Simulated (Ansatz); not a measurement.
# NbN: the cost of one run

Method: DFT PBE+U, PAW, plane waves, scalar-relativistic; U − J = 2.7 eV on Nb d, in Ansatz 0.2.0.

## (1) The system as given

It takes space group Fm-3m (No. 225, cubic). Conventional cell: a = 4.410 Å, b = 4.410 Å, c = 4.410 Å, α = 90.00°, β = 90.00°, γ = 90.00°. Nb (site symmetry m-3m) has 6 N at 2.21 Å as nearest neighbours. N (site symmetry m-3m) is surrounded by 6 Nb at 2.21 Å.

Coordinates:

```cif
data_structure
_symmetry_space_group_name_H-M 'P 1'
_symmetry_Int_Tables_number 1
_cell_length_a 5.4011
_cell_length_b 3.1183
_cell_length_c 3.1183
_cell_angle_alpha 90.000
_cell_angle_beta 54.736
_cell_angle_gamma 90.000
_cell_volume 42.88
loop_
_atom_site_label
_atom_site_type_symbol
_atom_site_fract_x
_atom_site_fract_y
_atom_site_fract_z
_atom_site_occupancy
Nb1 Nb 0.00000 0.00000 0.00000 1
Nb2 Nb 0.50000 0.50000 0.00000 1
N1 N 0.00000 0.50000 0.50000 1
N2 N 0.50000 0.00000 0.50000 1
```

In tables a label like N4 counts atoms in the order of input.yaml; a structure file may count by element.

First come: parallel moments, plain SCF; opposed moments +-, plain SCF; no spin polarisation; spin on, no moments given (the program may seed its own), plain SCF. What is tried next depends on their ends.

A plain SCF has the search for lower states switched off and ends at the first converged state. Ends within 0.2 meV/atom and 0.1 μB count as one state.

Site moments are integrals over atomic spheres and don't add up to the total.

## (2) Parallel moments, plain SCF

File input.yaml:

```yaml
crystal:
  lattice:
    - [-2.205, -2.205, -4.41]
    - [2.205, -2.205, 0.0]
    - [-2.205, -2.205, 0.0]
  atoms:
    - { symbol: Nb, position: [0.0, 0.0, 0.0], spin: 1.0 }
    - { symbol: Nb, position: [0.5, 0.5, 0.0], spin: 1.0 }
    - { symbol: "N", position: [0.0, 0.5, 0.5] }
    - { symbol: "N", position: [0.5, 0.0, 0.5] }
magnetization:
  spin_polarized: true
hamiltonian:
  xc: pbe
  pseudopotentials: { kind: paw }
  hubbard: { sites: [{ species: Nb, l: d, u_eff: 2.7 }] }
basis:
  ecutwfc: 420
kpoints:
  mp_grid: { grid: [5, 7, 8] }
scf:
  occupations: { method: fermi_dirac, width: 0.02 }
  lower_state_search: "off"
output:
  forces: true
  stress: true
  write_density: true
  write_potential: true
  elf: true
  volumetric_format: npy
```

Launch:

```console
$ ansatz run input.yaml --threads 2 --pin off --max-ram 5120MiB --backend cpu --events-out ev --progress --plain --runs-dir out
```

**Question.** How long does this run take on 2 threads of an Arm CPU, shared host, and how much memory does it need?

About 31 s, with a peak of 0.52 GiB.
